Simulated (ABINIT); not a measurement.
Crystal: I.

```
I
1.0
     3.63503   -2.39502    0.00000
     3.63503    2.39502    0.00000
     0.00000    0.00000    9.79344
I
4
Direct
  0.64930 0.35070 0.38440
  0.14930 0.85070 0.11560
  0.35070 0.64930 0.61560
  0.85070 0.14930 0.88440
```

- Program: ABINIT 10.8.3 (patched build)
- Task: relaxation of cell and atoms
- Functional: LDA
- Potentials or basis: JTH PAW LDA v2.0
- Cutoff: 408 eV
- k mesh: 7 × 7 × 3
- Occupations: fermi-dirac, width 0.05 eV
- Spin: no spin polarisation

At the start: pressure -0.7 GPa; volume 42.63 Å³/atom.

Question: How do energy, volume and symmetry change on relaxing?

Answer: Over 20 steps the energy falls by 87.8 meV/atom and the volume is 36.77 Å³/atom (-13.8 %); space group Cmce (No. 64, to 0.05 Å).

The path:
```csv
step,energy change (eV),largest force (eV/Å),pressure (GPa),volume (Å³)
1,0.0000,0.8806,-0.71,170.52
2,-0.0319,0.7345,-0.97,170.15
3,-0.1611,0.0687,-1.99,166.37
4,-0.2016,0.1630,-2.06,163.13
5,-0.2333,0.3502,-1.69,158.82
6,-0.2565,0.3816,-1.19,155.97
7,-0.2905,0.2724,-0.07,151.79
8,-0.2959,0.2214,0.12,151.59
9,-0.2993,0.2143,0.13,151.52
10,-0.3175,0.2373,0.16,150.27
11,-0.3330,0.2358,0.16,148.20
12,-0.3439,0.1484,0.12,146.15
13,-0.3479,0.0359,0.10,145.20
14,-0.3482,0.0076,0.10,145.08
15,-0.3484,0.0117,0.09,145.10
16,-0.3492,0.0395,0.07,145.35
17,-0.3502,0.0520,0.04,145.86
18,-0.3511,0.0379,0.01,146.62
19,-0.3514,0.0133,-0.01,147.03
20,-0.3514,0.0048,0.00,147.07
```

Final structure:
```xyz
4
Lattice="3.5824 -2.1679 0.0000 3.5824 2.1679 0.0000 0.0000 0.0000 9.4682" Properties=species:S:1:pos:R:3 pbc="T T T"
I     3.5824   -0.7985    3.5648
I     3.5824    1.3695    1.1693
I     3.5824    0.7985    5.9034
I     3.5824   -1.3695    8.2989
```
